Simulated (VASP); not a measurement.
# Sn₃Te: molecular dynamics with a thermostat

Sn₃Te, Pm-3m (no. 221), 8 atoms in the cell. PBE, molecular dynamics; PAW potentials Te, Sn (PBE set).

Ensemble: Nose-Hoover chain; Target temperature (K): 1600.

## Input

INCAR:
```
SYSTEM = Sn3Te
GGA = PE
PREC = Normal
ENCUT = 200
EDIFF = 1E-6
NELMIN = 4
NELM = 60
ALGO = Fast
LREAL = Auto
LASPH = .TRUE.
ISMEAR = -1
SIGMA = 0.069
ISYM = 0
LWAVE = .FALSE.
LCHARG = .FALSE.
IBRION = 0
NSW = 60
POTIM = 4.0
TEBEG = 1600
ISIF = 2
RANDOM_SEED = 667191 0 0
MDALGO = 4
NHC_NCHAINS = 3
NHC_PERIOD = 30
KPAR = 2
```

KPOINTS:
```
k-points
0
Gamma
  3 3 2
```

POSCAR:
```
Sn3Te
1.0
    4.8656220000      0.0000000000      0.0000000000
    0.0000000000      4.8656220000      0.0000000000
    0.0000000000      0.0000000000      9.7312440000
Te Sn
2 6
Direct
    0.0000000000      0.0000000000      0.0000000000
    0.0000000000      0.0000000000      0.5000000000
    0.0000000000      0.5000000000      0.2500000000
    0.0000000000      0.5000000000      0.7500000000
    0.5000000000      0.0000000000      0.2500000000
    0.5000000000      0.0000000000      0.7500000000
    0.5000000000      0.5000000000      0.0000000000
    0.5000000000      0.5000000000      0.5000000000
```

Commands:
```
cat potpaw_PBE.64/Te/POTCAR potpaw_PBE.64/Sn/POTCAR > POTCAR
mpirun -np 2 vasp_std > vasp.out
```

## Result

- Mean temperature (K): 1200
- Standard error of the mean temperature (K): 161
- Relative fluctuation of the kinetic energy: 0.289
- Canonical value of that fluctuation: 0.309
- Rise of the mean potential energy above the start (meV/atom): 85.1
- Electronic steps per ionic step after the first: 4.4

Course of the run:

| Time (fs) | Temperature (K) | Potential energy less the first (meV/atom) |
|---|---|---|
| 4 | 1600 | 0.0 |
| 24 | 1553 | 5.5 |
| 40 | 1439 | 18.5 |
| 60 | 1152 | 52.0 |
| 76 | 855 | 87.6 |
| 96 | 627 | 117.3 |
| 112 | 657 | 118.9 |
| 132 | 833 | 109.8 |
| 148 | 1000 | 104.8 |
| 168 | 1224 | 102.4 |
| 184 | 1397 | 103.2 |
| 204 | 1533 | 110.7 |
| 220 | 1565 | 121.2 |
| 240 | 1663 | 122.9 |

REPORT:
```
MDALGO =   4
           NHC_NCHAINS =   3
            NHC_PERIOD =    30
            NHC_NRESPA =    1
                NHC_NS =  1
               SCALING =       0
                 CNEXP =     9.000   14.000
           RANDOM_SEED =            667191                0                0

   original number of atomic DOF:         21
   number of independent constraints:      0
   number of active DOF:                  21

========================================
         MD step No.       1
========================================

  Atomic velocities initialized by STEP_tb

  >Nose-Hoover_chains
                       xs       vs(fs^-1)
   nhc_s>  -0.67902006E-10  -0.67894933E-10
   nhc_s>  -0.13889371E-03  -0.13889853E-03
   nhc_s>  -0.13888889E-03  -0.13886960E-03

  >Energies
                    E_tot             E_pot             E_kin               EPS                ES
   e_b>   -0.27332605E+02   -0.28780325E+02    0.14477201E+01    0.38296832E-04   -0.38300354E-04

  >Temperature
               T_sim     T_inst
   tmprt>   1600.000   1599.999

           RANDOM_SEED =            667191               48                0

[... steps left out ...]

========================================
         MD step No.      60
========================================

  >Nose-Hoover_chains
                       xs       vs(fs^-1)
   nhc_s>  -0.50909855E+00  -0.14381463E-02
   nhc_s>   0.70268446E+00   0.17970403E-01
   nhc_s>  -0.81044167E+00   0.92145525E-02

  >Energies
                    E_tot             E_pot             E_kin               EPS                ES
   e_b>   -0.27333382E+02   -0.27797393E+02    0.15049398E+01    0.44799291E+00   -0.14889225E+01

  >Temperature
               T_sim     T_inst
   tmprt>   1600.000   1663.238

           RANDOM_SEED =            667191               48                0
```

OSZICAR:
```
N       E                     dE             d eps       ncg     rms          rms(c)
DAV:   1     0.731339546413E+02    0.73134E+02   -0.72252E+03   460   0.561E+02
DAV:   2    -0.221925770981E+02   -0.95327E+02   -0.92570E+02   580   0.115E+02
DAV:   3    -0.287955486512E+02   -0.66030E+01   -0.64955E+01   633   0.317E+01
DAV:   4    -0.289171156539E+02   -0.12157E+00   -0.12136E+00   539   0.472E+00
DAV:   5    -0.289210041262E+02   -0.38885E-02   -0.38877E-02   650   0.719E-01    0.968E+00
RMM:   6    -0.288226025378E+02    0.98402E-01   -0.60567E-02   460   0.961E-01    0.581E+00
RMM:   7    -0.287805166366E+02    0.42086E-01   -0.16684E-01   491   0.149E+00    0.254E-01
RMM:   8    -0.287802477884E+02    0.26885E-03   -0.14023E-02   476   0.524E-01    0.153E-01
RMM:   9    -0.287803818250E+02   -0.13404E-03   -0.25896E-03   515   0.198E-01    0.124E-01
RMM:  10    -0.287803501585E+02    0.31667E-04   -0.47316E-04   471   0.875E-02    0.769E-02
RMM:  11    -0.287803248615E+02    0.25297E-04   -0.12552E-04   489   0.453E-02    0.351E-02
RMM:  12    -0.287803252238E+02   -0.36234E-06   -0.35720E-05   519   0.210E-02    0.157E-02
[... left out ...]
     58 T=  1609. E= -.27323320E+02 F= -.27784611E+02 E0= -.27747693E+02  EK= 0.14653E+01 SP= -.15E+01 SK= 0.48E+00
     59 T=  1634. E= -.27324015E+02 F= -.27788813E+02 E0= -.27752133E+02  EK= 0.14879E+01 SP= -.15E+01 SK= 0.46E+00
[... last step whole ...]
       N       E                     dE             d eps       ncg     rms          rms(c)
DAV:   1    -0.277973701332E+02   -0.85576E-02   -0.35517E-02   896   0.169E+00    0.736E-03
RMM:   2    -0.277973881874E+02   -0.18054E-04   -0.24954E-04   460   0.593E-02    0.377E-03
RMM:   3    -0.277973921621E+02   -0.39747E-05   -0.39754E-05   471   0.219E-02    0.302E-03
RMM:   4    -0.277973926782E+02   -0.51606E-06   -0.52665E-06   319   0.834E-03
     60 T=  1663. E= -.27324870E+02 F= -.27797393E+02 E0= -.27761089E+02  EK= 0.15135E+01 SP= -.15E+01 SK= 0.45E+00
```

Limits: 240 fs of 8 atoms are too short for converged averages; the cell is only 4.9 Å across, so each atom moves in step with near copies of itself.

VASP 6.6.1 took 190 s on 2 cores (AMD EPYC 7R13 (Zen 3)), a shared host.
